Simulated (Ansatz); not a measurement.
**The polar optical mode of BP at 12 GPa, worked through**

Computed with Ansatz, DFT PBE, scalar-relativistic, plane waves, PAW. Cutoff 420 eV, 10×10×10 k-points (Γ-centred), fixed occupations. No spin polarisation. Phonons by linear response, acoustic sum rule imposed.

The cell, relaxed at 12 GPa:
```cif
data_structure
_symmetry_space_group_name_H-M 'F-43m'
_symmetry_Int_Tables_number 216
_cell_length_a 4.4503
_cell_length_b 4.4503
_cell_length_c 4.4503
_cell_angle_alpha 90.000
_cell_angle_beta 90.000
_cell_angle_gamma 90.000
_cell_volume 88.14
loop_
_atom_site_label
_atom_site_type_symbol
_atom_site_symmetry_multiplicity
_atom_site_Wyckoff_symbol
_atom_site_fract_x
_atom_site_fract_y
_atom_site_fract_z
_atom_site_occupancy
B1 B 4 a 0.00000 0.00000 0.00000 1
P1 P 4 c 0.25000 0.25000 0.25000 1
```

Linear response gives ν_TO = 853.5 cm⁻¹, Born charges ±0.707 e (positive on P) and ε∞ = 9.139. The primitive cell holds 22.035 Å³, and the masses are 10.810 and 30.974 amu.

Question: Find ν_LO and the static dielectric constant.

Answer: The long-wave field adds a restoring force: ω_LO² − ω_TO² = Z*²e²/(ε_vac ε∞ μV). In these units ν_LO² − ν_TO² = 4.92064×10⁷ Z*²/(μ V ε∞) cm⁻², with μ = m₁m₂/(m₁ + m₂) = 8.013 amu: 15230 cm⁻². So ν_LO = √(853.5² + 15230) = 862.4 cm⁻¹, and the run gives 862.4. Lyddane–Sachs–Teller then gives ε0 = ε∞ (ν_LO/ν_TO)² = 9.33, against 9.33 in the run (it forms both from the same three quantities, so the match checks the arithmetic only). Between ν_TO and ν_LO the dielectric function is negative and an undamped crystal reflects fully: a reststrahlen band from 11.6 to 11.7 μm.

Question: What do the Clausius–Mossotti polarisability and the Szigeti charge come to?

Answer: With the Lorentz local field, α = (3V/4π)(ε∞ − 1)/(ε∞ + 2) = 3.84 Å³ for the pair, and e_S = 3Z*/(ε∞ + 2) = 0.19 e. The Born charge includes the electrons' response to the dipole's own local field, and e_S takes that enhancement out. The Lorentz field assumes point-like polarisable ions, a poor picture once ε∞ is this large, since the electron clouds then overlap or are shared, so both numbers are formal here.

Question: How strongly does a slow electron couple to the LO mode?

Answer: For one isotropic parabolic band, Fröhlich's constant is α_F = (1/ε∞ − 1/ε0) √(m* Ry/ħω_LO), with Ry = 13.606 eV, ħω_LO = 106.9 meV and m* in free-electron masses: α_F = 0.0022 × 11.28 × √m* = 0.03 √m*. The band mass isn't part of this run; for m* = 0.1, 0.3 and 1 it gives 0.01, 0.01, 0.03. In weak coupling the polaron lies α_F ħω_LO below the band edge (1 meV at m* = 0.3) with a mass m*(1 + α_F/6); past α_F of about 5 or 6 that expansion fails. A semilocal functional's ε∞ tends to be too large, which taken alone lowers α_F.

Cost: 1 run of about 0.53 core-minutes, on Arm Neoverse V1 (shared hosts).

The polar mode of BP is governed by its covalent bonds, with the long-range field adding only a small correction: the frequency rises from 853.5 to 862.4 cm⁻¹ between TO and LO. Short, stiff sp³ bonds and the light boron atom set the high frequency, while strong electronic screening weakens the field produced by a Born charge that is not itself negligible. The lattice therefore adds little to the static dielectric constant, and Fröhlich coupling is weak.

The positive Born charge on P runs against the usual electronegativity order, but it measures the polarisation current as the atoms move, not a static ionic charge. The sign probably reflects bond charge drawn towards boron, whose compact 2p shell has no p core beneath it, and its redistribution as the bonds are distorted.

Weak polar coupling does not by itself imply high carrier mobility, since acoustic and nonpolar optical phonons can still scatter carriers through the deformation potential.
